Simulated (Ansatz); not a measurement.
# SrO: the cost of one run

Program: Ansatz 0.2.0. Level of theory: DFT PBE, scalar-relativistic, plane waves, PAW. These are calculated values, not measurements.

1 further run of the same task is left out (set aside as unsound or not needed).

## 1. The structure to begin with

The structure is orthorhombic, space group Cmcm (No. 63). The conventional cell has a = 3.882 Å, b = 9.851 Å, c = 3.760 Å, α = 90.00°, β = 90.00°, γ = 90.00°. Sr (site symmetry m2m) has 7 O at 2.75 to 2.92 Å as nearest neighbours. O (site symmetry m2m) has 2 O at 2.49 Å and 7 Sr at 2.75 to 2.92 Å as nearest neighbours.

Structure file:

```xyz
4
Lattice="1.9412 -4.9254 0.0000 1.9412 4.9254 0.0000 0.0000 0.0000 3.7598" Properties=species:S:1:pos:R:3 pbc="T T T"
Sr    1.9412   -3.5660    2.8199
Sr    1.9412    3.5660    0.9400
O     1.9412   -0.8176    2.8199
O     1.9412    0.8176    0.9400
```

This is candidate A: ScGa type (Cmcm, No. 63).

(A quick probe on a coarse mesh, which set the mesh and smearing, is not shown.)

## 3. Rough relaxation on the coarse mesh (candidate A)

input.yaml reads:

```yaml
crystal:
  lattice:
    - [1.9412035614, -4.9254058538, 0.0]
    - [1.9412035614, 4.9254058538, 0.0]
    - [0.0, 0.0, 3.7598149535]
  atoms:
    - { symbol: Sr, position: [0.862, 0.138, 0.75] }
    - { symbol: Sr, position: [0.138, 0.862, 0.25] }
    - { symbol: O, position: [0.583, 0.417, 0.75] }
    - { symbol: O, position: [0.417, 0.583, 0.25] }
basis:
  ecutwfc: 420
kpoints:
  mp_grid: { grid: [6, 6, 4] }
hamiltonian:
  xc: pbe
scf:
  occupations: { method: gaussian, width: 0.1 }
  lower_state_search: "off"
output:
  forces: true
  stress: true
  eigenvalues: true
relax:
  adjacent_minimum: "off"
  f_tol: 0.04
  max_steps: 70
  cell: { stress_tol: 0.4 }
```

Run with:

```console
ansatz run input.yaml --threads 1 --pin off --max-ram 2560MiB --backend cpu --events-out ev --progress --plain --runs-dir out
```

Q: Estimate wall time and peak memory on 1 thread of Arm Neoverse V2, shared host.

About 43 s, with a peak of 0.37 GiB.
